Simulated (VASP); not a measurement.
# Zn8HO7 (a cell with a defect) in VASP: relaxation of the atoms with PBE

Aim: the relaxation of the atoms of Zn8HO7 (a cell with a defect) with PBE.

Everything below comes from runs of VASP 6.6.1. Logs are shortened: lines on timing, memory, paths and dates and some standing lists are left out, and cuts for length are marked.

## 1. The crystal as given

The cell holds a defect, 16 atoms: a = 5.300 Å, b = 6.573 Å, c = 6.573 Å, α = 120.00°, β = 90.00°, γ = 90.00°.

## 2. Relaxation of the atoms, PBE

INCAR reads:

```
SYSTEM = Zn8HO7
  PREC = Normal
  ENCUT = 450
  EDIFF = 1E-6
  ISMEAR = 0
  SIGMA = 0.01
  LREAL = Auto
  LASPH = .True.
  NELM = 80
  ALGO = Normal
  ISIF = 2
  LWAVE = .False.
  LCHARG = .False.
  GGA = PE
  IBRION = 2
  NSW = 70
  EDIFFG = -0.025
  ICORELEVEL = 1
  NELECT = 138.0
  KPAR = 2
```

KPOINTS reads:

```
Automatic mesh
0
Gamma
  3 3 3
  0 0 0
```

POSCAR reads:

```
Zn8HO7
1.0
    0.0000000000      0.0000000000     -5.3003900000
   -3.2865000000      5.6923860000      0.0000000000
    6.5730020000      0.0000000000      0.0000000000
Zn H O
8 1 7
Direct
    0.5001730000      0.3333335000      0.1666665000
    0.5001730000      0.8333335000      0.1666665000
    0.5001730000      0.3333335000      0.6666665000
    0.5001730000      0.8333335000      0.6666665000
    0.0001730000      0.1666665000      0.3333335000
    0.0001730000      0.6666665000      0.3333335000
    0.0001730000      0.1666665000      0.8333335000
    0.0001730000      0.6666665000      0.8333335000
    0.6208170000      0.1666665000      0.3333335000
    0.6208170000      0.6666665000      0.3333335000
    0.6208170000      0.1666665000      0.8333335000
    0.6208170000      0.6666665000      0.8333335000
    0.1208170000      0.3333335000      0.1666665000
    0.1208170000      0.8333335000      0.1666665000
    0.1208170000      0.3333335000      0.6666665000
    0.1208170000      0.8333335000      0.6666665000
```

Potentials or basis: VASP PAW PBE potentials, release 64 (Zn, H, O).

On the command line:

```console
> cat potpaw_PBE.64/Zn/POTCAR potpaw_PBE.64/H/POTCAR potpaw_PBE.64/O/POTCAR > POTCAR
> mpirun -np 2 vasp_std > vasp.out
```

OUTCAR:

```text
SYSTEM = Zn8HO7
   PREC = Normal
   ENCUT = 450
   EDIFF = 1E-6
   ISMEAR = 0
   LREAL = Auto
   LASPH = .True.
   NELM = 80
   ISIF = 2
   GGA = PE
   IBRION = 2
   NSW = 70
   EDIFFG = -0.025
   NELECT = 138.0

 ion  position               nearest neighbor table
   1  0.500  0.333  0.167-  10 2.00  11 2.00  13 2.01
   2  0.500  0.833  0.167-  12 2.00  10 2.00  14 2.01
   3  0.500  0.333  0.667-  12 2.00  11 2.00  15 2.01
   4  0.500  0.833  0.667-  11 2.00  10 2.00  12 2.00  16 2.01
   5  0.000  0.167  0.333-  14 2.00  15 2.00  13 2.00
   6  0.000  0.667  0.333-  13 2.00  16 2.00  14 2.00  10 2.01
   7  0.000  0.167  0.833-  16 2.00  13 2.00  15 2.00  11 2.01
   8  0.000  0.667  0.833-  15 2.00  14 2.00  16 2.00  12 2.01
   9  0.621  0.167  0.333-
  10  0.621  0.667  0.333-   1 2.00   4 2.00   2 2.00   6 2.01
  11  0.621  0.167  0.833-   4 2.00   1 2.00   3 2.00   7 2.01
  12  0.621  0.667  0.833-   3 2.00   2 2.00   4 2.00   8 2.01
  13  0.121  0.333  0.167-   6 2.00   7 2.00   5 2.00   1 2.01
  14  0.121  0.833  0.167-   5 2.00   8 2.00   6 2.00   2 2.01
  15  0.121  0.333  0.667-   8 2.00   5 2.00   7 2.00   3 2.01
  16  0.121  0.833  0.667-   7 2.00   6 2.00   8 2.00   4 2.01

  LATTYP: Found a hexagonal cell.
 ALAT       =     6.5730008841
 C/A-ratio  =     0.8063881465

  Lattice vectors:

 A1 = (  -3.2865000000,   5.6923860000,   0.0000000000)
 A2 = (   6.5730020000,   0.0000000000,   0.0000000000)
 A3 = (   0.0000000000,   0.0000000000,  -5.3003900000)

Analysis of symmetry for initial positions (statically):
=====================================================================
 Subroutine PRICEL returns:
 Original cell was already a primitive cell.

 Routine SETGRP: Setting up the symmetry group for a
 hexagonal supercell.

 Subroutine GETGRP returns: Found  6 space group operations
 (whereof  2 operations were pure point group operations)
 out of a pool of 24 trial point group operations.

The static configuration has the point symmetry C_1h.
 The point group associated with its full space group is C_3v.

Analysis of symmetry for dynamics (positions and initial velocities):
=====================================================================
 Subroutine PRICEL returns:
 Original cell was already a primitive cell.

 Routine SETGRP: Setting up the symmetry group for a
 hexagonal supercell.

 Subroutine GETGRP returns: Found  6 space group operations
 (whereof  2 operations were pure point group operations)
 out of a pool of 24 trial point group operations.

The dynamic configuration has the point symmetry C_1h.
 The point group associated with its full space group is C_3v.

 Subroutine INISYM returns: Found  6 space group operations
 (whereof  2 operations are pure point group operations),
 and found     1 'primitive' translations

----------------------------------------------------------------------------------------

                                     Primitive cell

  volume of cell :     198.3197

  direct lattice vectors                    reciprocal lattice vectors
     0.000000000  0.000000000 -5.300390000     0.000000000  0.000000000 -0.188665362
    -3.286500000  5.692386000  0.000000000     0.000000000  0.175673259  0.000000000
     6.573002000  0.000000000  0.000000000     0.152137486  0.087836603  0.000000000

  length of vectors
     5.300390000  6.573000884  6.573002000     0.188665362  0.175673259  0.175673229

  position of ions in fractional coordinates (direct lattice)
     0.500173000  0.333333500  0.166666500
     0.500173000  0.833333500  0.166666500
     0.500173000  0.333333500  0.666666500
     0.500173000  0.833333500  0.666666500
     0.000173000  0.166666500  0.333333500
     0.000173000  0.666666500  0.333333500
[... 8 lines left out ...]
     0.120817000  0.333333500  0.666666500
     0.120817000  0.833333500  0.666666500

  ion indices of the primitive-cell ions
   primitive index   ion index
                 1           1
                 2           2
                 3           3
                 4           4
                 5           5
                 6           6
[... 8 lines left out ...]
                15          15
                16          16

----------------------------------------------------------------------------------------

 KPOINTS: Automatic mesh

Automatic generation of k-mesh.
 Grid dimensions read from file:
 generate k-points for:    3    3    3

 Generating k-lattice:

  Cartesian coordinates                     Fractional coordinates (reciprocal lattice)
     0.000000000  0.000000000 -0.062888454     0.333333333  0.000000000  0.000000000
     0.000000000  0.058557753  0.000000000     0.000000000  0.333333333  0.000000000
     0.050712495  0.029278868  0.000000000     0.000000000  0.000000000  0.333333333

  Length of vectors
     0.062888454  0.058557753  0.058557743

  Shift w.r.t. Gamma in fractional coordinates (k-lattice)
     0.000000000  0.000000000  0.000000000

 Subroutine IBZKPT returns following result:
 ===========================================

 Found      7 irreducible k-points:

 Following reciprocal coordinates:
            Coordinates               Weight
  0.000000  0.000000  0.000000      1.000000
  0.333333  0.000000  0.000000      2.000000
  0.000000  0.333333  0.000000      6.000000
  0.333333  0.333333  0.000000      6.000000
  0.333333  0.000000  0.333333      6.000000
  0.000000  0.333333  0.333333      2.000000
  0.333333  0.333333  0.333333      4.000000
   k-points           NKPTS =      7   k-points in BZ     NKDIM =      7   number of bands    NBANDS=     82
   number of dos      NEDOS =    301   number of ions     NIONS =     16
   total plane-waves  NPLWV =  36288
   dimension x,y,z NGX =    28 NGY =   36 NGZ =   36
   dimension x,y,z NGXF=    56 NGYF=   72 NGZF=   72
   ions per type =               8   1   7
   NGX,Y,Z   is equivalent  to a cutoff of   8.78,  9.11,  9.11 a.u.
   NGXF,Y,Z  is equivalent  to a cutoff of  17.56, 18.21, 18.21 a.u.
 SYSTEM =  Zn8HO7
   PREC   = normal    normal or accurate (medium, high low for compatibility)
   ISTART =      0    job   : 0-new  1-cont  2-samecut
   ICHARG =      2    charge: 1-file 2-atom 10-const
   ISPIN  =      1    spin polarized calculation?
   LNONCOLLINEAR =      F non collinear calculations
   LSORBIT =      F    spin-orbit coupling
   LASPH  =      T    aspherical Exc in radial PAW
   ENCUT  =  450.0 eV  33.07 Ry    5.75 a.u.   9.17 11.37 11.37*2*pi/ulx,y,z
   NELM   =     80;   NELMIN=  2; NELMDL= -5     # of ELM steps
   EDIFF  = 0.1E-05   stopping-criterion for ELM
   LREAL  =      T    real-space projection
   EDIFFG = -.3E-01   stopping-criterion for IOM
   NSW    =     70    number of steps for IOM
   IBRION =      2    ionic relax: 0-MD 1-quasi-New 2-CG
   NFREE  =      1    steps in history (QN), initial steepest desc. (CG)
   ISIF   =      2    stress and relaxation
   ISYM   =      2    0-nonsym 1-usesym 2-fastsym
   POTIM  = 0.5000    time-step for ionic-motion
   TEBEG  =    0.0;   TEEND  =   0.0 temperature during run
   PSTRESS=    0.0 pullay stress
   NELECT =     138.0000    total number of electrons
   NUPDOWN=      -1.0000    fix difference up-down
   EMIN   =  10.00;   EMAX   =-10.00  energy-range for DOS
   EFERMI =   0.00;   METHOD = LEGACY
   ISMEAR =     0;   SIGMA  =   0.01  broadening in eV -4-tet -1-fermi 0-gaus
   EFERMI_NEDOS =   21; number of points for ismear=-14 and -15
   IALGO  =     38    algorithm
   IMIX   =      4    mixing-type and parameters
     AMIX     =   0.40;   BMIX     =  1.00
     AMIX_MAG =   1.60;   BMIX_MAG =  1.00
  volume/ion in A,a.u.               =      12.39        83.65
  Fermi-wavevector in a.u.,A,eV,Ry     =   1.450705  2.741436 28.634087  2.104546
  Thomas-Fermi vector in A             =   2.568287
   LORBIT       =      0    0 simple, 1 ext, 2 COOP (PROOUT), +10 PAW based schemes
   GGA     = PE    functional components
   LHFCALC =     F    Hartree Fock is set to
   AEXX    =    0.0000 exact exchange contribution
   IVDW    =     0    specifies the selected vdW correction
   LEPSILON=     F    determine dielectric tensor
   LRPA    =     F    only Hartree local field effects (RPA)
 conjugate gradient relaxation of ions
 non-spin polarized calculation
 Gauss-broadening in eV      SIGMA  =   0.01
  energy-cutoff  :      450.00
  volume of cell :      198.32
 maximum number of plane-waves:      4315
   NGX = 19   NGY = 23   NGZ = 23

--------------------------------------- Ionic step        1  -------------------------------------------

 number of electron     138.0000207 magnetization

 Free energy of the ion-electron system (eV)
  ---------------------------------------------------
  ext. energy  EPLUGINS =         0.00000000
  ---------------------------------------------------
  free energy    TOTEN  =       -68.26126062 eV

  energy without entropy =      -68.26126062  energy(sigma->0) =      -68.26126062

------------------------ aborting loop because EDIFF is reached ----------------------------------------

  FORCE on cell =-STRESS in cart. coord.  units (eV):
  Direction    XX          YY          ZZ          XY          YZ          ZX
  --------------------------------------------------------------------------------------
  -------------------------------------------------------------------------------------
  Total      -10.1595038    -10.1595012    -10.1668109     -0.0000018      0.0000000     -0.0000000
  in kB      -82.0761822    -82.0761617    -82.1352150     -0.0000144      0.0000000     -0.0000000
  external PRESSURE =     -82.0958529 kB  Pullay stress =       0.0000000 kB
[... 285 lines left out ...]
  energy  without entropy=      -68.3574529881  energy(sigma->0) =      -68.35745299

--------------------------------------- Ionic step        7  -------------------------------------------

 number of electron     138.0000093 magnetization

 Free energy of the ion-electron system (eV)
  ---------------------------------------------------
  ext. energy  EPLUGINS =         0.00000000
  ---------------------------------------------------
  free energy    TOTEN  =       -68.35814193 eV

  energy without entropy =      -68.35814193  energy(sigma->0) =      -68.35814193

 the core state eigenenergies are
   1-  1s  -9518.3687  2s  -1151.8453  2p   -997.4966  3s   -123.2261  3p    -77.4092

   2-  1s  -9518.3686  2s  -1151.8453  2p   -997.4965  3s   -123.2261  3p    -77.4092

   3-  1s  -9518.3686  2s  -1151.8453  2p   -997.4966  3s   -123.2261  3p    -77.4092

   4-  1s  -9517.4329  2s  -1150.9229  2p   -996.5703  3s   -122.4239  3p    -76.6148

   5-  1s  -9518.2621  2s  -1151.7469  2p   -997.3971  3s   -123.1351  3p    -77.3187

   6-  1s  -9517.4418  2s  -1150.9319  2p   -996.5793  3s   -122.4300  3p    -76.6208

   7-  1s  -9517.4418  2s  -1150.9319  2p   -996.5793  3s   -122.4300  3p    -76.6208

   8-  1s  -9517.4418  2s  -1150.9319  2p   -996.5793  3s   -122.4300  3p    -76.6208

   9-
  10-  1s   -504.3724
  11-  1s   -504.3724
  12-  1s   -504.3724
  13-  1s   -504.3596
  14-  1s   -504.3595
  15-  1s   -504.3596
  16-  1s   -504.0649

 E-fermi :   0.6780     XC(G=0): -10.4743

 val. band max:        0.5637334243   @ k =   0.0000   0.0000   0.0000
 cond. band min:       2.4320108636   @ k =   0.0000   0.0000   0.0000
 fundamental gap:      1.8682774394
 Fermi energy:         0.6780241244

 k-point     1 :       0.0000    0.0000    0.0000
  band No.  band energies     occupation
      1     -17.0302      2.00000
      2     -16.5198      2.00000
      3     -16.5198      2.00000
      4     -16.4998      2.00000
      5     -16.3192      2.00000
      6     -16.3192      2.00000
[... 577 lines left out ...]
     80       9.1103      0.00000
     81       9.1555      0.00000
 [bands above 81 left out]

------------------------ aborting loop because EDIFF is reached ----------------------------------------

  FORCE on cell =-STRESS in cart. coord.  units (eV):
  Direction    XX          YY          ZZ          XY          YZ          ZX
  --------------------------------------------------------------------------------------
  -------------------------------------------------------------------------------------
  Total       -8.6094270     -8.6094248     -8.7733054     -0.0000015      0.0000000      0.0000000
  in kB      -69.5534853    -69.5534679    -70.8774199     -0.0000122      0.0000000      0.0000000
  external PRESSURE =     -69.9947910 kB  Pullay stress =       0.0000000 kB
[... 31 lines left out ...]
  FREE ENERGIE OF THE ION-ELECTRON SYSTEM (eV)
  ---------------------------------------------------
  free  energy   TOTEN  =       -68.3581419343 eV

  energy  without entropy=      -68.3581419343  energy(sigma->0) =      -68.35814193

 reached required accuracy - stopping structural energy minimisation
```

Run time: 5.7 min. Hardware: 2 MPI ranks of AMD EPYC 7R43 (Zen 3), shared host; peak memory 0.19 GiB.

What came out:

| Property | Result |
| --- | --- |
| Free energy | -68.3581 eV |
| Energy gained by relaxing | 6.1 meV/atom |
| Ionic steps | 7 |
| Largest force after relaxing | 0.015 eV/Å |
| Band gap on the k mesh | 1.87 eV, direct |

Forces in eV/Å, atoms in the order of the input:
```
Zn  -0.002  0.001  0.006
Zn   0.000 -0.002  0.006
Zn   0.002  0.001  0.006
Zn   0.000  0.000  0.001
Zn   0.000  0.000  0.005
Zn   0.010  0.006  0.001
Zn   0.000 -0.011  0.001
Zn  -0.010  0.006  0.001
H    0.000  0.000 -0.014
O    0.008  0.005  0.003
O    0.000 -0.009  0.003
O   -0.008  0.005  0.003
O   -0.002  0.001 -0.001
O    0.000 -0.003 -0.001
O    0.002  0.001 -0.001
O    0.000  0.000 -0.015
```

Step by step:
```tsv
step	energy change (eV)	largest force (eV/Å)	pressure (GPa)
1	0.0000	0.5742	-8.21
2	-0.0757	0.3023	-7.58
3	-0.0824	0.1865	-7.36
4	-0.0920	0.1021	-7.27
5	-0.0962	0.0434	-7.06
6	-0.0962	0.0490	-7.01
7	-0.0969	0.0153	-7.00
```

Final structure:
```
Zn H O
1.0
     0.00000    0.00000   -5.30039
    -3.28650    5.69239    0.00000
     6.57300    0.00000    0.00000
Zn H O
8 1 7
Direct
  0.49554 0.33909 0.16091
  0.49554 0.82182 0.16091
  0.49554 0.33909 0.67818
  0.49717 0.83333 0.66667
  0.00783 0.16667 0.33333
  0.00199 0.66804 0.33608
  0.00199 0.16392 0.83196
  0.00199 0.66804 0.83196
  0.62084 0.16667 0.33333
  0.62169 0.66629 0.33259
  0.62169 0.16741 0.83371
  0.62169 0.66629 0.83371
  0.12115 0.33143 0.16857
  0.12115 0.83715 0.16858
  0.12115 0.33143 0.66285
  0.12096 0.83333 0.66667
```

Levels at points of the mesh, in eV from the valence-band top:
```
           k point  band 66  band 67  band 68  band 69  band 70  band 71  band 72  band 73
(0.00, 0.00, 0.00)    -0.68    -0.22     0.00     0.00     1.87     4.44     4.44     4.55
```

Core levels (eV, on the scale of the bands):
```csv
atom,levels
1 Zn,"1s -9518.4, 2s -1151.8, 2p -997.5, 3s -123.2, 3p -77.4"
2 Zn,"1s -9518.4, 2s -1151.8, 2p -997.5, 3s -123.2, 3p -77.4"
3 Zn,"1s -9518.4, 2s -1151.8, 2p -997.5, 3s -123.2, 3p -77.4"
4 Zn,"1s -9517.4, 2s -1150.9, 2p -996.6, 3s -122.4, 3p -76.6"
5 Zn,"1s -9518.3, 2s -1151.7, 2p -997.4, 3s -123.1, 3p -77.3"
6 Zn,"1s -9517.4, 2s -1150.9, 2p -996.6, 3s -122.4, 3p -76.6"
```

Caveat: the cell is charged against a uniform background, so pressure and absolute levels hang on convention; the cutoff is under 1.25 times the usual one of these potentials, so pressure, stress and relaxed cells hold a basis-set (Pulay) error. A hybrid or GW would open this gap; PBE tends to underestimate it.
